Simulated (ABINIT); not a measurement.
# A GW chain in ABINIT: BeTe (F-43m), part 3 of 3

Wanted: ground state, empty states, screening and self-energy for BeTe (F-43m).

ABINIT 10.8.3; LDA and many-body steps on it, plane waves. Known limits of the many-body steps: not at the basis limit; exchange with frozen shells missing; no spin-orbit coupling; coarse k mesh.

So far. Step 3 (Bands along the symmetry lines): The gap is 1.775 eV, as in the run before at this level. Step 4 (Empty states on the mesh, 4×4×4 mesh, 31 bands): On this mesh the gap is 1.775 eV.

The database entry behind the starting cell differs from later determinations by our own check (an axis about 1.5 % short against later determinations), so it need not match the best structure at ambient conditions.

### 5. Screening, 4×4×4 mesh, 27 bands, screening to 87.1 eV

The RPA dielectric matrix is built and inverted for each q.

This step: RPA screening on LDA, plane waves, norm-conserving pseudopotentials.

File run.abi:

```
acell 3*1.0 Angstrom
rprim 
  0.000000000000 2.770000000000 2.770000000000
  2.770000000000 0.000000000000 2.770000000000
  2.770000000000 2.770000000000 -0.000000000000
ntypat 2
znucl 4 52
natom 2
typat 1 2
xred 
  0.000000000000 0.000000000000 0.000000000000
  0.250000000000 0.250000000000 0.250000000000
pp_dirpath "pseudos"
pseudos "Be.upf, Te.upf"
ecut 38
ngkpt 4 4 4
nshiftk 1
shiftk 0 0 0
kptopt 1
chksymbreak 0
istwfk *1
occopt 1
irdwfk 1
optdriver 3
nband 27
ecuteps 3.2
inclvkb 2
awtr 1
symchi 1
indata_prefix "in"
outdata_prefix "out"
tmpdata_prefix "tmp"
```

Launch:

```console
OMP_NUM_THREADS=1 mpirun -n 4 abinit run.abi > log
```

Numbers of over 12 decimals in the logs are rounded to 6 here.

Log:

```text
.Version 10.8.3 of ABINIT. v10.8.2 released Aug 2026.

 Symmetries : space group F-4 3 m (#216); Bravais cF (face-center cubic)
[... echo of the input left out ...]
== DATASET  1 ==================================================================
-   mpi_nproc: 4, omp_nthreads: 1 (-1 if OMP is not activated)

--- !DatasetInfo
iteration_state: {dtset: 1, }
dimensions: {natom: 2, nkpt: 8, mband: 27, nsppol: 1, nspinor: 1, nspden: 1, mpw: 3250, }
cutoff_energies: {ecut:  38.0, pawecutdg:  -1.0, }
electrons: {nelect:   2.00000000E+01, charge:   0.00000000E+00, occopt:   1.00000000E+00, tsmear:   1.00000000E-02, }

 SCREENING: Calculation of the susceptibility and dielectric matrices

 Based on a program developped by R.W. Godby, V. Olevano, G. Onida, and L. Reining.
 Incorporated in ABINIT by V. Olevano, G.-M. Rignanese, and M. Torrent.
.Using double precision arithmetic ; gwpc =  8

[... cell and pseudopotentials left out ...]
--------------------------------------------------------------------------------

 ==== K-mesh for the wavefunctions ====
 Number of points in the irreducible wedge :     8
[... list of points left out ...]
 Together with 24 symmetry operations and time-reversal symmetry
 yields    64 points in the full Brillouin Zone.

 ==== Q-mesh for the screening function ====
 Number of points in the irreducible wedge :     8
[... list of points left out ...]
 Together with 24 symmetry operations and time-reversal symmetry
 yields    64 points in the full Brillouin Zone.

 setmesh: FFT mesh size selected  =    27x   27x   27
          total number of points  =        19683

 vcoul_init : cutoff-mode = AUXILIARY_FUNCTION
 q-points for optical limit:   1
     1)      0.000010    0.000020    0.000030

- screening: taking advantage of time-reversal symmetry
- Maximum band index for partially occupied states nbvw = 10
- Remaining bands to be divided among processors   nbcw = 17
- Number of bands treated by each node ~4

 Number of electrons calculated from density =   20.0000; Expected =   20.0000
 average of density, n =  0.069721
 r_s =    1.5072
 omega_plasma =   25.4705 [eV]

 calculating chi0 at frequencies [eV] :
  1    0.000000E+00    0.000000E+00
  2    0.000000E+00    2.547051E+01

--------------------------------------------------------------------------------
  q-point number  1        q = ( 0.000000, 0.000000, 0.000000) [r.l.u.]
--------------------------------------------------------------------------------
[... chi0 elements left out ...]
 For q-point:  0.000010 0.000020 0.000030
  dielectric constant =   9.2801
  dielectric constant without local fields =  10.5641

  Average fulfillment of the sum rule on Im[epsilon] for q-point    1 :     28.75  [%]
[... wings left out ...]
  q-point number  2        q = ( 0.250000, 0.000000, 0.000000) [r.l.u.]
--------------------------------------------------------------------------------
[... chi0 elements left out ...]
  Average fulfillment of the sum rule on Im[epsilon] for q-point    2 :     48.56  [%]

 [... 6 further q-points ...]
```

Run time: 5 s. Hardware: 4 MPI ranks of Arm Neoverse V1, shared host; peak memory 0.46 GiB; 20 s of CPU time.

This step gave:

```yaml
eps_infinity_with_local_fields_on_this_mesh_along_the_program_s_q_direction: 9.280
the_same_without_local_fields: 10.56
plasma_frequency: 25.47 eV
plane_waves_in_the_screening_matrix: 65
```

Local fields lower ε∞ by 12 %. On a Γ-centred mesh this coarse the value itself is usually too large, while a short band sum pulls it down.

### 6. Self-energy, 4×4×4 mesh, 27 bands, screening to 87.1 eV

The self-energy is evaluated for the states that the input lists, and the levels follow from it, in one-shot runs by the linearised quasiparticle equation.

This step: G0W0 on LDA, plane waves, norm-conserving pseudopotentials.

Changes to run.abi since step 5:

```diff
@@ -23,8 +23,17 @@
 irdwfk 1
-optdriver 3
+optdriver 4
 nband 27
+gwcalctyp 0
+ecutsigx 38
+symsigma 1
+nkptgw 2
+kptgw 
+  0.0000000000 0.0000000000 0.0000000000
+  0.5000000000 0.5000000000 0.0000000000
+bdgw 
+  8 13
+  9 12
 ecuteps 3.2
-inclvkb 2
-awtr 1
-symchi 1
+irdscr 1
+ppmodel 1
 indata_prefix "in"
```

Log:

```text
.Version 10.8.3 of ABINIT. v10.8.2 released Aug 2026.

 Symmetries : space group F-4 3 m (#216); Bravais cF (face-center cubic)
[... echo of the input left out ...]
== DATASET  1 ==================================================================
-   mpi_nproc: 4, omp_nthreads: 1 (-1 if OMP is not activated)

--- !DatasetInfo
iteration_state: {dtset: 1, }
dimensions: {natom: 2, nkpt: 8, mband: 27, nsppol: 1, nspinor: 1, nspden: 1, mpw: 3250, }
cutoff_energies: {ecut:  38.0, pawecutdg:  -1.0, }
electrons: {nelect:   2.00000000E+01, charge:   0.00000000E+00, occopt:   1.00000000E+00, tsmear:   1.00000000E-02, }

 SIGMA: Calculation of the GW corrections

 Based on a program developped by R.W. Godby, V. Olevano, G. Onida, and L. Reining.
 Incorporated in ABINIT by V. Olevano, G.-M. Rignanese, and M. Torrent.
.Using double precision arithmetic ; gwpc =  8

[... cell and pseudopotentials left out ...]
--------------------------------------------------------------------------------

 ==== K-mesh for the wavefunctions ====
 Number of points in the irreducible wedge :     8
[... list of points left out ...]
 Together with 24 symmetry operations and time-reversal symmetry
 yields    64 points in the full Brillouin Zone.

 ==== Q-mesh for screening function ====
 Number of points in the irreducible wedge :     8
[... list of points left out ...]
 Together with 24 symmetry operations and time-reversal symmetry
 yields    64 points in the full Brillouin Zone.

 vcoul_init : cutoff-mode = AUXILIARY_FUNCTION
 q-points for optical limit:   1
     1)      0.000010    0.000020    0.000030
 setmesh: FFT mesh size selected  =    45x   45x   45
          total number of points  =        91125

 Number of electrons calculated from density =   20.0000; Expected =   20.0000
 average of density, n =  0.069721
 r_s =    1.5072
 omega_plasma =   25.4705 [eV]

 === KS Band Gaps ===
  >>>> For spin  1
   Minimum direct gap =   3.6005 [eV], located at k-point      :   0.0000  0.0000  0.0000
   Fundamental gap    =   1.7748 [eV], Top of valence bands at :   0.0000  0.0000  0.0000
                                       Bottom of conduction at :   0.5000  0.5000  0.0000
 SIGMA fundamental parameters:
 PLASMON POLE MODEL  1
 number of plane-waves for SigmaX                 3143
 number of plane-waves for SigmaC and W             65
 number of plane-waves for wavefunctions          3143
 number of bands                                    27
 number of independent spin polarizations            1
 number of spinorial components                      1
 number of k-points in IBZ                           8
 number of q-points in IBZ                           8
 number of symmetry operations                      24
 number of k-points in BZ                           64
 number of q-points in BZ                           64
 number of frequencies for dSigma/dE                 9
 frequency step for dSigma/dE [eV]                0.25
 number of omega for Sigma on real axis              0
 max omega for Sigma on real axis  [eV]           0.00
 zcut for avoiding poles [eV]                     0.10

 EPSILON^-1 parameters (SCR file):
 dimension of the eps^-1 matrix on file             65
 dimension of the eps^-1 matrix used                65
 number of plane-waves for wavefunctions          3143
 number of bands                                    27
 number of q-points in IBZ                           8
 number of frequencies                               2
 number of real frequencies                          1
 number of imag frequencies                          1

 matrix elements of self-energy operator (all in [eV])

 Perturbative Calculation

--- !SelfEnergy_ee
iteration_state: {dtset: 1, }
kpoint     : [   0.000,    0.000,    0.000, ]
spin       : 1
KS_gap     :    3.600
QP_gap     :    5.196
Delta_QP_KS:    1.596
data: !SigmaeeData |
     Band     E0 <VxcDFT>   SigX SigC(E0)      Z dSigC/dE  Sig(E)    E-E0       E
        8   4.477 -12.924 -15.485   2.111   0.811  -0.233 -13.289  -0.364   4.113
        9   4.477 -12.924 -15.485   2.111   0.811  -0.233 -13.289  -0.364   4.113
       10   4.477 -12.924 -15.485   2.111   0.811  -0.233 -13.289  -0.364   4.113
       11   8.077 -10.658  -5.759  -3.374   0.807  -0.238  -9.427   1.232   9.309
       12   8.077 -10.658  -5.759  -3.374   0.807  -0.238  -9.427   1.232   9.309
       13   8.077 -10.658  -5.759  -3.374   0.807  -0.238  -9.427   1.232   9.309

--- !SelfEnergy_ee
iteration_state: {dtset: 1, }
kpoint     : [   0.500,    0.500,    0.000, ]
spin       : 1
KS_gap     :    4.592
QP_gap     :    5.959
Delta_QP_KS:    1.367
data: !SigmaeeData |
     Band     E0 <VxcDFT>   SigX SigC(E0)      Z dSigC/dE  Sig(E)    E-E0       E
        9   1.660 -11.681 -14.969   2.663   0.792  -0.263 -12.176  -0.495   1.166
       10   1.660 -11.681 -14.969   2.663   0.792  -0.263 -12.176  -0.495   1.166
       11   6.252  -9.265  -4.980  -3.221   0.820  -0.220  -8.393   0.872   7.124
       12   7.107  -9.984  -5.491  -3.244   0.814  -0.228  -8.968   1.017   8.123

== END DATASET(S) ==============================================================
================================================================================

 -outvars: echo values of variables after computation  --------
           etotal      0.0000000000E+00
            nband          27
             nkpt           8
          spgroup         216
 [... the other variables as echoed above ...]

 Calculation completed.
```

Run time: 3 s. Hardware: 4 MPI ranks; peak memory 0.16 GiB; 12 s of CPU time.

Numbers from this step:

| Quantity | Value |
| --- | --- |
| G0W0 gap on the points computed | 3.011 eV |
| starting gap on the mesh | 1.775 eV |
| k of the valence top | 0, 0, 0 |
| k of the conduction bottom | 0.5, 0.5, 0 |
| Z at the valence top | 0.811 |
| Z at the conduction bottom | 0.82 |
| least direct G0W0 gap on the computed points | 5.196 eV |

The gap on the mesh goes from 1.77 eV to 3.01 eV, a correction of +1.24 eV.

Limits: finite bands, cutoff and mesh; exchange with frozen shells missing; no spin-orbit coupling; coarse k mesh. v1 is the top filled band, c1 the lowest empty one. Levels before and after the correction, in eV, zero at the valence-band top of each column:

|  | conduction bottom | valence top |
| --- | --- | --- |
| Kohn-Sham | 1.77 | 0.00 |
| G0W0 | 3.01 | 0.00 |

|  | level | energy (eV) |
| --- | --- | --- |
| Kohn-Sham | Γ v3-v1 | 0.000 |
| Kohn-Sham | Γ c1-c3 | 3.600 |
| Kohn-Sham | (0.5 0.5 0) v2-v1 | -2.817 |
| Kohn-Sham | (0.5 0.5 0) c1 | 1.775 |
| Kohn-Sham | (0.5 0.5 0) c2 | 2.630 |
| G0W0 | Γ v3-v1 | 0.000 |
| G0W0 | Γ c1-c3 | 5.196 |
| G0W0 | (0.5 0.5 0) v2-v1 | -2.947 |
| G0W0 | (0.5 0.5 0) c1 | 3.011 |
| G0W0 | (0.5 0.5 0) c2 | 4.010 |

### 7. Where the time went

Times are wall times on 4 MPI ranks of Arm Neoverse V1, shared host, good to a factor of about two.

| step | time | share | memory (GiB) |
| --- | --- | --- | --- |
| ground state | 9.6 s | 26 % | 0.31 |
| bands along the symmetry lines | 13 s | 36 % | 0.29 |
| empty states on the mesh | 5.9 s | 16 % | 0.27 |
| screening | 5 s | 14 % | 0.46 |
| self-energy | 3 s | 8 % | 0.16 |

### 8. What came out

- LDA gap: 1.77 eV, indirect
- G0W0 gap on the mesh: 3.01 eV
- GW settings: 4×4×4 mesh, 27 bands, screening to 87.1 eV, Godby-Needs plasmon pole
- known limits: not at the basis limit; exchange with frozen shells missing; no spin-orbit coupling; coarse k mesh

In words: G0W0 moves the gap on the mesh from 1.77 eV to 3.01 eV (+1.24 eV), with Z of 0.81 and 0.82 at the edges. Local fields lower the RPA ε∞ on this mesh from 10.56 to 9.28; a Γ-centred mesh this coarse tends to raise both, most where the direct gap is narrow, while a short band sum lowers them. Only 2 of the mesh's irreducible points were corrected, so a valley elsewhere could overtake. Bands and cutoff are finite, so the gap is not at the basis limit. The miss can reach some tenths of an eV and take either sign; the mesh is an error of its own. In the G0W0 run levels were corrected at 2 k points alone, so a gap called «on the mesh» is the least over those, and an edge elsewhere would be missed. The 4×4×4 mesh is coarse for this cell, which bears on the long-range parts of exchange and screening. The norm-conserving file of at least one element keeps a d shell over frozen s and p shells of the same row. Exchange with those shells is missing from the self-energy, an error of 0.3 to 0.9 eV in cases checked, whose sign depends on which edge lies on those atoms. The many-body steps are scalar-relativistic: spin-orbit coupling is not in them.

[Paths, hosts, dates, memory and timing lines, banners, echoed tables and standing remarks are left out of the program output.]

[Logs are printed without paths, hosts, clocks, repeated set-up lines and the standing remarks that a program may print on its own settings, such as how far it seeks lower states.]

[Runs of the session that timed out or met a known fault of the program may be left out.]

[Hosts, paths, dates, database ids (printed as entryN), source tags and the programs' standing remarks are cut or masked in the printed files.]

[G0W0 gaps are taken among the corrected bands and points alone; a level outside them can change the order at an edge.]

[Where Ansatz stands beside ABINIT at settings called matched, ABINIT's density can come from a denser mesh and the files from another edition; pairs whose starting gaps differed by over 0.03 eV were left out, so agreement reads better than it is.]
